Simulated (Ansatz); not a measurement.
Two-dimensional strain map in AlCu$_{3}$

All numbers below come from DFT PBEsol, scalar-relativistic, plane waves, PAW in Ansatz. The runs took a 420 eV cutoff, a Γ-centred 10×8×10 mesh and Gaussian smearing (0.15 eV). No spin polarisation. Energies are free energies at this smearing, counted from the undisturbed cell; pressure is positive in compression.

The undisturbed cell (relaxed at this level; it needn't be the usual structure):

```
Al Cu
1.0
     4.17564    0.00000    0.00000
     0.00000    5.11832    0.00000
     0.00000    0.00000    4.47272
Al Cu
2 6
Direct
  0.00000 0.00000 0.66423
  0.50000 0.50000 0.33577
  0.00000 0.50000 0.66808
  0.50000 0.00000 0.33192
  0.00000 0.25102 0.16391
  0.00000 0.74898 0.16391
  0.50000 0.24898 0.83609
  0.50000 0.75102 0.83609
```

The cell is strained by p along both x and y and by q along z, fractional coordinates fixed. Points are written (p, q).

Energy above the undisturbed cell in meV/atom (a dash: not computed):

```
 p \ q  -0.030  -0.015  0.000  0.015  0.030
-0.030       ?    36.7   27.1   22.0   20.9
-0.015    22.8       –      –      –      –
 0.000       ?       –    0.0      –    8.3
 0.030    16.2       –      ?      –   41.3
```

(1) Fill in the withheld energies.

Answers

(1) (-0.030, -0.030): 51.6; (0.000, -0.030): 8.7; (0.030, 0.000): 21.3.

Cost: 12 runs of about 11 core-minutes in all, on Intel Xeon Platinum 8375C (Ice Lake) (shared hosts).